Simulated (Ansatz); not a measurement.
# Mg2Ge: how the settings move a single-point run

How sensitive is a single-point run of Mg2Ge to its settings? A reference run comes first, then one run with altered input.

Program: Ansatz 0.2.0. Level of theory: reference: DFT, PBEsol, all-electron LAPW, scalar-relativistic. These are calculated values, not measurements.

1 further run of the same task is left out (it didn't finish).

## 1. The system as given

The structure is cubic, space group Fm-3m (No. 225). The conventional cell has a = 6.369 Å, b = 6.369 Å, c = 6.369 Å, α = 90.00°, β = 90.00°, γ = 90.00°. Mg (site symmetry -43m) is surrounded by 4 Ge at 2.76 Å. Around Ge (site symmetry m-3m) lie 8 Mg at 2.76 Å.

Coordinates:

```cif
data_structure
_symmetry_space_group_name_H-M 'Fm-3m'
_symmetry_Int_Tables_number 225
_cell_length_a 6.3686
_cell_length_b 6.3686
_cell_length_c 6.3686
_cell_angle_alpha 90.000
_cell_angle_beta 90.000
_cell_angle_gamma 90.000
_cell_volume 258.30
loop_
_atom_site_label
_atom_site_type_symbol
_atom_site_symmetry_multiplicity
_atom_site_Wyckoff_symbol
_atom_site_fract_x
_atom_site_fract_y
_atom_site_fract_z
_atom_site_occupancy
Mg1 Mg 8 c 0.25000 0.25000 0.75000 1
Ge1 Ge 4 a 0.00000 0.00000 0.00000 1
```

## 2. Baseline

Contents of input.yaml:

```yaml
crystal:
  lattice:
    - [0.0, 3.1842959198, 3.1842959198]
    - [3.1842959198, 0.0, 3.1842959198]
    - [3.1842959198, 3.1842959198, 0.0]
  atoms:
    - { symbol: Mg, position: [0.75, 0.75, 0.75] }
    - { symbol: Mg, position: [0.25, 0.25, 0.25] }
    - { symbol: Ge, position: [0.0, 0.0, 0.0] }
kpoints:
  mp_grid: { grid: [9, 9, 9] }
  band_path:
    path:
      - [0.0, 0.0, 0.0]
      - [0.5, 0.0, 0.5]
      - [0.625, 0.25, 0.625]
      - [0.375, 0.375, 0.75]
      - [0.0, 0.0, 0.0]
      - [0.5, 0.5, 0.5]
      - [0.5, 0.25, 0.75]
      - [0.5, 0.0, 0.5]
    npoints: 14
scf:
  occupations: { method: fermi_dirac, width: 0.08 }
hamiltonian:
  xc: pbesol
  pseudopotentials: { kind: all_electron, lapw: { basis_error: 0.0005 } }
output:
  forces: true
  stress: true
  eigenvalues: true
  populations: true
  dos: { projected: true, de: 0.2, e_range: [-14, 8] }
```

On the command line:

```bash
$ ansatz run input.yaml --threads 1 --pin off --max-ram 4096MiB --backend cpu --events-out ev --progress --plain --runs-dir out
```

## 3. Changing settings: mp_grid.grid [14, 14, 14]

input.yaml: that of step 2 with these lines changed.

```diff
@@ -10,3 +10,3 @@
 kpoints:
-  mp_grid: { grid: [9, 9, 9] }
+  mp_grid: { grid: [14, 14, 14] }
   band_path:
@@ -32,2 +32 @@
   populations: true
-  dos: { projected: true, de: 0.2, e_range: [-14, 8] }
```

Q: Predict the outcome of this session. Wanted: for each run, ending; energy change; pressure; gap; force.

As calculated:

| run | ending | energy change | pressure (GPa) | gap (eV) | force (eV/Å) | cycles | time |
| --- | --- | --- | --- | --- | --- | --- | --- |
| reference | converged | 0 | -0.1 | 0.17 | 0.00 | 7 | 11 s |
| 1: mp_grid.grid [14, 14, 14] | converged | -0.6 meV/atom | -0.1 | 0.09 | 0.00 | 7 | 20 s |

Times don't compare one to one where runs were asked for different outputs or read a saved state (see the inputs); cycles may leave out searches for a lower state.

Residual by cycle in the longest SCF loop of each run; runs are numbered as in the table. The quantity is the density residual dr2, in eV.

```csv
cycle,reference,run 1
1,1.48,1.47
2,0.0292,0.0293
3,0.0105,0.0104
4,3.1e-4,3.2e-4
5,3.6e-6,3.6e-6
6,7.8e-8,8.0e-8
7,7.6e-10,7.8e-10
```

Changing the k-point mesh moves the energy by -0.6 meV/atom, and the gap on the mesh goes from 0.17 to 0.09 eV. Sampling errors of the energy have no fixed sign. A gap read on a mesh depends on which points the mesh holds, and a coarse mesh shifts the density too.
